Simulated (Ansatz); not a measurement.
# How much does Ti in Al(100), 2x2 scatter?, part 2 of 2

Wanted: the reflection from a plane of defects, Ti in Al(100), 2x2, and the resistivity it implies.

Ansatz 0.2.0; Ansatz plane-wave DFT, PBE, PAW files; ballistic transport by layer matching (Landauer), zero bias; PAW set soft_1 (the session's first sound run).

So far, resistivity per at.% scaled from this dense plane, with the factor 3/4 for isotropic scattering (µΩ cm): step 3 (resistance at ideal sites) 5.40.

**4. Relaxing the neighbours**

The neighbours of the defect are let go while the lead's layers stay on their sites, since a lead must repeat to 0.01 Å.

This step: Ansatz plane-wave DFT, PBE, PAW files; relaxation with the lead's layers held; PAW set soft_1 (Ansatz 0.2.0).

Contents of input.yaml:

```yaml
crystal:
  lattice:
    - [5.7246940741, 0.0, 0.0]
    - [0.0, 5.7246940741, 0.0]
    - [0.0, 0.0, 24.28782]
  atoms:
    - { symbol: Al, position: [0.0, 0.0, 0.0416666667] }
    - { symbol: Al, position: [0.0, 0.5, 0.0416666667] }
    - { symbol: Al, position: [0.5, 0.0, 0.0416666667] }
    - { symbol: Al, position: [0.5, 0.5, 0.0416666667] }
    - { symbol: Al, position: [0.25, 0.25, 0.125] }
    - { symbol: Al, position: [0.25, 0.75, 0.125] }
    - { symbol: Al, position: [0.75, 0.25, 0.125] }
    - { symbol: Al, position: [0.75, 0.75, 0.125] }
    - { symbol: Al, position: [0.0, 0.0, 0.2083333333] }
    - { symbol: Al, position: [0.0, 0.5, 0.2083333333] }
    - { symbol: Al, position: [0.5, 0.0, 0.2083333333] }
    - { symbol: Al, position: [0.5, 0.5, 0.2083333333] }
    - { symbol: Al, position: [0.25, 0.25, 0.2916666667] }
    - { symbol: Al, position: [0.25, 0.75, 0.2916666667] }
    - { symbol: Al, position: [0.75, 0.25, 0.2916666667] }
    - { symbol: Al, position: [0.75, 0.75, 0.2916666667] }
    - { symbol: Al, position: [0.0, 0.0, 0.375] }
    - { symbol: Al, position: [0.0, 0.5, 0.375] }
    - { symbol: Al, position: [0.5, 0.0, 0.375] }
    - { symbol: Al, position: [0.5, 0.5, 0.375] }
    - { symbol: Al, position: [0.25, 0.25, 0.4583333333] }
    - { symbol: Al, position: [0.25, 0.75, 0.4583333333] }
    - { symbol: Al, position: [0.75, 0.25, 0.4583333333] }
    - { symbol: Al, position: [0.75, 0.75, 0.4583333333] }
    - { symbol: Ti, position: [0.0, 0.0, 0.5416666667] }
    - { symbol: Al, position: [0.0, 0.5, 0.5416666667] }
    - { symbol: Al, position: [0.5, 0.0, 0.5416666667] }
    - { symbol: Al, position: [0.5, 0.5, 0.5416666667] }
    - { symbol: Al, position: [0.25, 0.25, 0.625] }
    - { symbol: Al, position: [0.25, 0.75, 0.625] }
    - { symbol: Al, position: [0.75, 0.25, 0.625] }
    - { symbol: Al, position: [0.75, 0.75, 0.625] }
    - { symbol: Al, position: [0.0, 0.0, 0.7083333333] }
    - { symbol: Al, position: [0.0, 0.5, 0.7083333333] }
    - { symbol: Al, position: [0.5, 0.0, 0.7083333333] }
    - { symbol: Al, position: [0.5, 0.5, 0.7083333333] }
    - { symbol: Al, position: [0.25, 0.25, 0.7916666667] }
    - { symbol: Al, position: [0.25, 0.75, 0.7916666667] }
    - { symbol: Al, position: [0.75, 0.25, 0.7916666667] }
    - { symbol: Al, position: [0.75, 0.75, 0.7916666667] }
    - { symbol: Al, position: [0.0, 0.0, 0.875] }
    - { symbol: Al, position: [0.0, 0.5, 0.875] }
    - { symbol: Al, position: [0.5, 0.0, 0.875] }
    - { symbol: Al, position: [0.5, 0.5, 0.875] }
    - { symbol: Al, position: [0.25, 0.25, 0.9583333333] }
    - { symbol: Al, position: [0.25, 0.75, 0.9583333333] }
    - { symbol: Al, position: [0.75, 0.25, 0.9583333333] }
    - { symbol: Al, position: [0.75, 0.75, 0.9583333333] }
kpoints:
  mp_grid: { grid: [4, 4, 1] }
hamiltonian:
  xc: pbe
  pseudopotentials: { kind: paw, azcp: { folder: soft_1 } }
scf:
  occupations: { method: fermi_dirac, width: 0.1 }
relax:
  f_tol: 0.03
  max_steps: 40
  constraints:
    - { sites: [0, 1, 2, 3, 4, 5, 6, 7, 8, 9, 10, 11, 36, 37, 38, 39, 40, 41, 42, 43, 44, 45, 46, 47] }
```

The run is started by

```sh
ansatz run input.yaml --threads 4 --pin off --max-ram 15360MiB --backend cpu --events-out ev --progress --plain --runs-dir out
```

Numbers of over 12 decimals in the logs are rounded to 6 here.

The log of the run:

```text
Warning: crystal.symmetry: narrowed to the stabiliser of the relax constraints — unitary ops 16 → 8; lowered at sites 12, 13, 14, 15, 36, 37, 38, 39 (the operations that carried what is held of a site onto what its image site leaves free; the constrained walk keeps no symmetry that its constraints do not admit)
[...]
Crystal: 48 atoms, lattice volume = 795.963 Å³
Basis set: ecut = 420 eV, 15629 PW (Γ), exchange–correlation on 80×80×360 points (8 copies of the dense FFT grid, shifted against one another)
Bands: 125, of which v1, the nominal top of the filled ones, is band 77 counted from 1 (76 counted from 0)
Symmetry: 8 space group operations
k-points: 6 of 16
[...]
SCF iter   1: F=—  HF=-27766.555646 eV  |F-HF|=—  |Δ(HF+E_count)|=         —  Δρ=3.31e-2  dr2=7.96e1  ethr=3.10e-3  ⟨swp⟩=6.5  Hψ=3480  notcnv=0  defer=13
[...]
SCF iter   7: F=-27763.580858 eV  HF=-27763.580861 eV  |F-HF|=2.26e-6  |Δ(HF+E_count)|=   2.03e-6  Δρ=1.28e-5  dr2=2.46e-6  ethr=1.47e-8  ⟨swp⟩=3.0  Hψ=1706  notcnv=0
SCF 1 converged in 7 iterations: F = -27763.580858 eV  dr2 = 2.46e-6
[...]
relax step   1: F+E_penalty+E_count = -27763.58085839 eV  Δ(F+E_penalty+E_count) = +0.000e0 eV  max|allowed force component| = 7.535e-2 eV/Å  Δτ_max = 0.0000 Å  (7 SCF iters, dr2 threshold 2.25e-5 eV, accepted)
[...]
iter 1 solved again at ethr=1.78e-4 eV; its pass at ethr=3.10e-3 eV (dr2=2.72e-1 eV) is discarded
[...]
SCF iter   6: F=-27763.586778 eV  HF=-27763.586778 eV  |F-HF|=3.40e-9  |Δ(HF+E_count)|=   4.38e-9  Δρ=8.45e-7  dr2=5.11e-9  ethr=6.16e-11  ⟨swp⟩=1.2  Hψ=1976  notcnv=0
SCF 2 converged in 6 iterations: F = -27763.586778 eV  dr2 = 5.11e-9
relax step   2: F+E_penalty+E_count = -27763.58677845 eV  Δ(F+E_penalty+E_count) = -5.920e-3 eV  max|allowed force component| = 2.370e-2 eV/Å  Δτ_max = 0.0282 Å  (6 SCF iters, accepted)
SCF converged after 6 iterations
Free energy (F): -27763.586778 eV
[...]
Internal energy: -27762.835815 eV  (E = F + TS)
E sigma→0 (E₀):  -27763.211297 eV
Entropy (-TS):   -0.750963 eV (-15.645 meV/atom)
Fermi energy:    7.917069 eV
[...]
--- Forces (eV/Å), atoms counted from 1 ---
  atom   1  Al     0.00000000     0.00000000     0.00415788
  atom   2  Al    -0.00000000     0.00000000     0.00535208
  atom   3  Al     0.00000000     0.00000000     0.00535208
  atom   4  Al     0.00000000     0.00000000     0.00517730
  atom   5  Al    -0.04273700    -0.04273700    -0.00025927
  atom   6  Al    -0.04273700     0.04273700    -0.00025927
  atom   7  Al     0.04273700    -0.04273700    -0.00025927
  atom   8  Al     0.04273700     0.04273700    -0.00025927
  atom   9  Al     0.00000000     0.00000000    -0.06906791
  atom  10  Al    -0.00000000     0.00000000     0.03710560
  atom  11  Al    -0.00000000     0.00000000     0.03710560
  atom  12  Al     0.00000000     0.00000000     0.06753720
  atom  13  Al     0.00327901     0.00327901    -0.00689737
  atom  14  Al     0.00327901    -0.00327901    -0.00689737
  atom  15  Al    -0.00327901     0.00327901    -0.00689737
  atom  16  Al    -0.00327901    -0.00327901    -0.00689737
  atom  17  Al     0.00000000     0.00000000     0.00022019
  atom  18  Al     0.00000000     0.00000000     0.00342053
  atom  19  Al    -0.00000000     0.00000000     0.00342053
  atom  20  Al    -0.00000000     0.00000000    -0.00907202
  atom  21  Al     0.01902245     0.01902245    -0.02369843
  atom  22  Al     0.01902245    -0.01902245    -0.02369843
  atom  23  Al    -0.01902245     0.01902245    -0.02369843
  atom  24  Al    -0.01902245    -0.01902245    -0.02369843
  atom  25  Ti     0.00000000     0.00000000     0.00464300
  atom  26  Al     0.00000000     0.00000000     0.00205080
  atom  27  Al     0.00000000     0.00000000     0.00205080
  atom  28  Al     0.00000000     0.00000000     0.00452459
  atom  29  Al     0.01839942     0.01839942     0.02047605
  atom  30  Al     0.01839942    -0.01839942     0.02047605
  atom  31  Al    -0.01839942     0.01839942     0.02047605
  atom  32  Al    -0.01839942    -0.01839942     0.02047605
  atom  33  Al     0.00000000     0.00000000     0.00723456
  atom  34  Al     0.00000000     0.00000000    -0.00361772
  atom  35  Al     0.00000000     0.00000000    -0.00361772
  atom  36  Al    -0.00000000     0.00000000    -0.00125671
  atom  37  Al    -0.03521595    -0.03521595    -0.02932771
  atom  38  Al    -0.03521595     0.03521595    -0.02932771
  atom  39  Al     0.03521595    -0.03521595    -0.02932771
  atom  40  Al     0.03521595     0.03521595    -0.02932771
  atom  41  Al     0.00000000     0.00000000     0.08023237
  atom  42  Al    -0.00000000     0.00000000    -0.00372037
  atom  43  Al    -0.00000000     0.00000000    -0.00372037
  atom  44  Al     0.00000000     0.00000000    -0.01583993
  atom  45  Al    -0.04369842    -0.04369842    -0.00021518
  atom  46  Al    -0.04369842     0.04369842    -0.00021518
  atom  47  Al     0.04369842    -0.04369842    -0.00021518
  atom  48  Al     0.04369842     0.04369842    -0.00021518
  max |Σ_I F_I| component: 1.53e-5 eV/Å
--- Relaxed structure (2 steps of the walk, 2 accepted, 0 SCFs on fresh bases) ---
  F+E_penalty+E_count = -27763.58677845 eV   max|allowed force component| = 2.370e-2 eV/Å
  atoms:
    - { symbol: Al, position: [0.0, 0.0, 0.041667] }
    - { symbol: Al, position: [0.0, 0.500000, 0.041667] }
    - { symbol: Al, position: [0.500000, 0.0, 0.041667] }
    - { symbol: Al, position: [0.500000, 0.500000, 0.041667] }
    - { symbol: Al, position: [0.250000, 0.250000, 0.125000] }
    - { symbol: Al, position: [0.250000, 0.750000, 0.125000] }
    - { symbol: Al, position: [0.750000, 0.250000, 0.125000] }
    - { symbol: Al, position: [0.750000, 0.750000, 0.125000] }
    - { symbol: Al, position: [0.0, 0.0, 0.208333] }
    - { symbol: Al, position: [0.0, 0.500000, 0.208333] }
    - { symbol: Al, position: [0.500000, 0.0, 0.208333] }
    - { symbol: Al, position: [0.500000, 0.500000, 0.208333] }
    - { symbol: Al, position: [0.248909, 0.248909, 0.292261] }
    - { symbol: Al, position: [0.248909, 0.751091, 0.292261] }
    - { symbol: Al, position: [0.751091, 0.248909, 0.292261] }
    - { symbol: Al, position: [0.751091, 0.751091, 0.292261] }
    - { symbol: Al, position: [0, 0.0, 0.375869] }
    - { symbol: Al, position: [0, 0.500000, 0.375767] }
    - { symbol: Al, position: [0.500000, 0.0, 0.375767] }
    - { symbol: Al, position: [0.500000, 0.500000, 0.375071] }
    - { symbol: Al, position: [0.249370, 0.249370, 0.459474] }
    - { symbol: Al, position: [0.249370, 0.750630, 0.459474] }
    - { symbol: Al, position: [0.750630, 0.249370, 0.459474] }
    - { symbol: Al, position: [0.750630, 0.750630, 0.459474] }
    - { symbol: Ti, position: [0, 0.0, 0.541899] }
    - { symbol: Al, position: [0, 0.500000, 0.541906] }
    - { symbol: Al, position: [0.500000, 0.0, 0.541906] }
    - { symbol: Al, position: [0.500000, 0.500000, 0.541914] }
    - { symbol: Al, position: [0.249306, 0.249306, 0.624351] }
    - { symbol: Al, position: [0.249306, 0.750694, 0.624351] }
    - { symbol: Al, position: [0.750694, 0.249306, 0.624351] }
    - { symbol: Al, position: [0.750694, 0.750694, 0.624351] }
    - { symbol: Al, position: [0, 0.0, 0.708135] }
    - { symbol: Al, position: [0.0, 0.500000, 0.708096] }
    - { symbol: Al, position: [0.500000, 0.0, 0.708096] }
    - { symbol: Al, position: [0.500000, 0.500000, 0.708651] }
    - { symbol: Al, position: [0.250000, 0.250000, 0.791667] }
    - { symbol: Al, position: [0.250000, 0.750000, 0.791667] }
    - { symbol: Al, position: [0.750000, 0.250000, 0.791667] }
    - { symbol: Al, position: [0.750000, 0.750000, 0.791667] }
    - { symbol: Al, position: [0.0, 0.0, 0.875000] }
    - { symbol: Al, position: [0.0, 0.500000, 0.875000] }
    - { symbol: Al, position: [0.500000, 0.0, 0.875000] }
    - { symbol: Al, position: [0.500000, 0.500000, 0.875000] }
    - { symbol: Al, position: [0.250000, 0.250000, 0.958333] }
    - { symbol: Al, position: [0.250000, 0.750000, 0.958333] }
    - { symbol: Al, position: [0.750000, 0.250000, 0.958333] }
    - { symbol: Al, position: [0.750000, 0.750000, 0.958333] }
```

The job ended after 20 s (4 threads of Intel Xeon Platinum 8488C (Sapphire Rapids), shared host; peak memory 2 GiB).

Step by step:

| step | energy less that of the first step (eV) | largest force component (eV/Å) |
| --- | --- | --- |
| 1 | 0.0000 | 0.0754 |
| 2 | -0.0059 | 0.0237 |

The atoms that moved most (Å):

| atom | dx | dy | dz | length |
| --- | --- | --- | --- | --- |
| Al21 | -0.004 | -0.004 | 0.028 | 0.028 |
| Al22 | -0.004 | 0.004 | 0.028 | 0.028 |
| Al23 | 0.004 | -0.004 | 0.028 | 0.028 |
| Al24 | 0.004 | 0.004 | 0.028 | 0.028 |
| Al17 | 0.000 | 0.000 | 0.021 | 0.021 |
| Al18 | 0.000 | 0.000 | 0.019 | 0.019 |
| Al19 | 0.000 | 0.000 | 0.019 | 0.019 |
| Al13 | -0.006 | -0.006 | 0.014 | 0.017 |

Numbers from this step:

```yaml
free_energy: -27763.5868 eV
energy_at_zero_smearing: -27763.2113 eV
fermi_energy: 7.917 eV
```

The largest force component on a free atom ends at 0.024 eV/Å, under the tolerance of 0.03, after 2 steps.

**5. Transmission after relaxation, relaxed yes**

The transmission is solved again on the relaxed atoms.

This step: Ansatz plane-wave DFT, PBE, PAW files; ballistic transport by layer matching (Landauer), zero bias; PAW set soft_1 (Ansatz 0.2.0).

Contents of input.yaml:

```yaml
crystal:
  lattice:
    - [5.7246940741, 0.0, 0.0]
    - [0.0, 5.7246940741, 0.0]
    - [0.0, 0.0, 24.28782]
  atoms:
    - { symbol: Al, position: [0.0, 0.0, 0.0416666667] }
    - { symbol: Al, position: [0.0, 0.5, 0.0416666667] }
    - { symbol: Al, position: [0.5, 0.0, 0.0416666667] }
    - { symbol: Al, position: [0.5, 0.5, 0.0416666667] }
    - { symbol: Al, position: [0.25, 0.25, 0.125] }
    - { symbol: Al, position: [0.25, 0.75, 0.125] }
    - { symbol: Al, position: [0.75, 0.25, 0.125] }
    - { symbol: Al, position: [0.75, 0.75, 0.125] }
    - { symbol: Al, position: [0.0, 0.0, 0.2083333333] }
    - { symbol: Al, position: [0.0, 0.5, 0.2083333333] }
    - { symbol: Al, position: [0.5, 0.0, 0.2083333333] }
    - { symbol: Al, position: [0.5, 0.5, 0.2083333333] }
    - { symbol: Al, position: [0.2489093255, 0.2489093255, 0.2922606795] }
    - { symbol: Al, position: [0.2489093255, 0.7510906745, 0.2922606795] }
    - { symbol: Al, position: [0.7510906745, 0.2489093255, 0.2922606795] }
    - { symbol: Al, position: [0.7510906745, 0.7510906745, 0.2922606795] }
    - { symbol: Al, position: [0.0, 0.0, 0.37586858] }
    - { symbol: Al, position: [0.0, 0.5, 0.3757666779] }
    - { symbol: Al, position: [0.5, 0.0, 0.3757666779] }
    - { symbol: Al, position: [0.5, 0.5, 0.3750710009] }
    - { symbol: Al, position: [0.2493695494, 0.2493695494, 0.459474432] }
    - { symbol: Al, position: [0.2493695494, 0.7506304506, 0.459474432] }
    - { symbol: Al, position: [0.7506304506, 0.2493695494, 0.459474432] }
    - { symbol: Al, position: [0.7506304506, 0.7506304506, 0.459474432] }
    - { symbol: Ti, position: [0.0, 0.0, 0.5418987725] }
    - { symbol: Al, position: [0.0, 0.5, 0.5419064876] }
    - { symbol: Al, position: [0.5, 0.0, 0.5419064876] }
    - { symbol: Al, position: [0.5, 0.5, 0.5419142061] }
    - { symbol: Al, position: [0.2493064667, 0.2493064667, 0.6243508193] }
    - { symbol: Al, position: [0.2493064667, 0.7506935333, 0.6243508193] }
    - { symbol: Al, position: [0.7506935333, 0.2493064667, 0.6243508193] }
    - { symbol: Al, position: [0.7506935333, 0.7506935333, 0.6243508193] }
    - { symbol: Al, position: [0.0, 0.0, 0.7081353249] }
    - { symbol: Al, position: [0.0, 0.5, 0.7080960514] }
    - { symbol: Al, position: [0.5, 0.0, 0.7080960514] }
    - { symbol: Al, position: [0.5, 0.5, 0.7086505536] }
    - { symbol: Al, position: [0.25, 0.25, 0.7916666667] }
    - { symbol: Al, position: [0.25, 0.75, 0.7916666667] }
    - { symbol: Al, position: [0.75, 0.25, 0.7916666667] }
    - { symbol: Al, position: [0.75, 0.75, 0.7916666667] }
    - { symbol: Al, position: [0.0, 0.0, 0.875] }
    - { symbol: Al, position: [0.0, 0.5, 0.875] }
    - { symbol: Al, position: [0.5, 0.0, 0.875] }
    - { symbol: Al, position: [0.5, 0.5, 0.875] }
    - { symbol: Al, position: [0.25, 0.25, 0.9583333333] }
    - { symbol: Al, position: [0.25, 0.75, 0.9583333333] }
    - { symbol: Al, position: [0.75, 0.25, 0.9583333333] }
    - { symbol: Al, position: [0.75, 0.75, 0.9583333333] }
kpoints:
  mp_grid: { grid: [4, 4, 1] }
hamiltonian:
  xc: pbe
  pseudopotentials: { kind: paw, azcp: { folder: soft_1 } }
scf:
  occupations: { method: fermi_dirac, width: 0.1 }
output:
  transmission: { leads: [[0, 4]], kmesh: [8, 8], e_range: [-0.05, 0.05], de: 0.05 }
  write_potential: true
  write_density: true
  volumetric_format: npy
```

The log of the run:

```text
[...]
Crystal: 48 atoms, lattice volume = 795.963 Å³
Basis set: ecut = 420 eV, 15629 PW (Γ)
Bands: 125, of which v1, the nominal top of the filled ones, is band 77 counted from 1 (76 counted from 0)
Symmetry: 8 space group operations
[...]
k-points: 6 of 16
[...]
SCF iter   1: F=—  HF=-27766.765094 eV  |F-HF|=—  |Δ(HF+E_count)|=         —  Δρ=3.48e-2  dr2=8.97e1  ethr=3.10e-3  ⟨swp⟩=6.2  Hψ=3452  notcnv=0  defer=16
[...]
SCF iter   9: F=-27763.588662 eV  HF=-27763.588662 eV  |F-HF|=9.79e-9  |Δ(HF+E_count)|=   1.10e-8  Δρ=6.57e-7  dr2=1.04e-8  ethr=6.54e-11  ⟨swp⟩=13.7  Hψ=2613  notcnv=0
SCF 1 converged in 9 iterations: F = -27763.588662 eV  dr2 = 1.04e-8
[...]
transmission: 54 of 465 steps passed
transmission: 93 of 465 steps passed
[...]
transmission: 465 of 465 steps passed
SCF converged after 9 iterations
Free energy (F): -27763.588662 eV
[...]
Internal energy: -27762.837691 eV  (E = F + TS)
E sigma→0 (E₀):  -27763.213177 eV
Entropy (-TS):   -0.750971 eV (-15.645 meV/atom)
Fermi energy:    7.917165 eV
[...]
--- Band table (eV; the first three rows and the last of 6) ---
  k-point 0: bands = [... 73 lower, 7.2323, 7.2323, 7.2415, 7.2535, 7.2535, 7.3134, 7.3455, 7.3725, ... 44 higher]
  k-point 1: bands = [... 73 lower, 7.5765, 7.6274, 7.6325, 7.6978, 7.8054, 7.9803, 8.1878, 8.3214, ... 44 higher]
  k-point 2: bands = [... 73 lower, 7.6867, 7.7458, 7.8146, 7.8499, 8.0908, 8.1766, 8.3483, 8.3722, ... 44 higher]
  k-point 5: bands = [... 73 lower, 8.1554, 8.3694, 8.4074, 8.4074, 8.6000, 8.6000, 8.6500, 8.8374, ... 44 higher]
--- Transmission ---
  basis      : 293 plane waves across, 31 finite elements along
  points     : 15, standing for a mesh of 8 x 8
[...]
channels       : 6.265625e0 a spin
[...]
junction   : crystal 0 to crystal 0, -0.70 to 21.57 Å
    transmission   : 4.143722e0 a spin
[...]
```

Run time: 3 min. Hardware: 4 threads; peak memory 2 GiB; 10 min of CPU time.

This step gave:

| Property | Result |
| --- | --- |
| free energy | -27763.5887 eV |
| energy at zero smearing | -27763.2132 eV |
| transmission per spin nearest the Fermi level | 4.144 |
| open channels per spin nearest the Fermi level | 6.266 |
| step of the lead's potential | 23.5 meV |

Per spin. Transmission, zone mean against energy, zero at the Fermi level:

| energy (eV) | transmission, zone mean |
| --- | --- |
| -0.0500 | 4.18 |
| 0.0000 | 4.14 |
| 0.0500 | 3.92 |

Transmission over k1 and k2. At 0.0000 eV from the Fermi level.

Values, 8 rows by 8 columns:
```
2.83 3.66 3.54 3.80 3.91 3.80 3.54 3.66
5.13 3.54 4.52 3.77 3.80 3.77 4.52 3.54
5.24 3.80 3.77 5.05 5.51 5.05 3.77 3.80
5.22 3.91 3.80 5.51 5.83 5.51 3.80 3.91
5.24 3.80 3.77 5.05 5.51 5.05 3.77 3.80
5.13 3.54 4.52 3.77 3.80 3.77 4.52 3.54
2.83 3.66 3.54 3.80 3.91 3.80 3.54 3.66
1.42 2.83 5.13 5.24 5.22 5.24 5.13 2.83
```
Columns: k1 (b1) from -0.5 to 0.375; rows upwards: k2 (b2) from -0.5 to 0.375.

Over the solved energies the transmission per spin lies between 3.92 and 4.18, out of 6.16 channels of the lead on average (up to 6.27).

**6. Resistance after relaxation**

This step: Ansatz plane-wave DFT, PBE, PAW files; ballistic transport by layer matching (Landauer), zero bias; area resistance of the defect plane and resistivity an atomic per cent; PAW set soft_1 (Ansatz 0.2.0).

This step gave:

```
area resistance                                                                                 : 0.3499 fΩ m²
T over the leads' mean channel count                                                            : 0.6624
resistivity per at.% scaled from this dense plane, with the factor 3/4 for isotropic scattering : 5.187 µΩ cm
```

Averaged over the energies near the Fermi level, 66.2 % of the channels pass, which makes 0.350 fΩ m², against 0.364 on ideal sites.

**7. Outcome**

```yaml
share_of_channels_that_pass_rigid: 0.650
area_resistance_rigid: 0.364 fΩ m²
resistivity_per_at_from_the_area_resistance_times_3_over_4_rigid: 5.40 µΩ cm
share_of_channels_that_pass_relaxed: 0.662
area_resistance_relaxed: 0.350 fΩ m²
resistivity_per_at_from_the_area_resistance_times_3_over_4_relaxed: 5.19 µΩ cm
```

What this shows: The plane of defects adds 0.35 fΩ m². Scaled to one atomic per cent that is 6.9 µΩ cm as it stands and 5.2 with the factor 3/4 for isotropic scattering on a spherical Fermi surface; with the reflection in place of the resistance taken as linear in the density it would be 3.4. These are rough estimates of the dilute value, not bounds. One Ti in each 2x2 cell reflects 34 % of the lead's channels. The relaxed cell differs by -3.9 % in resistance; between the two runs the lead's own channel count goes from 6.26 to 6.16, so sampling may have a part in it. The defects form a dense periodic sheet that scatters coherently, unlike a dilute random alloy. T and N are means over the solved energies nearest the Fermi level.

[Logs are printed without paths, hosts, clocks, repeated set-up lines and the standing remarks that a program may print on its own settings, such as how far it seeks lower states.]

[Hosts, paths, dates, database ids (printed as entryN), source tags and the programs' standing remarks are cut or masked in the printed files.]
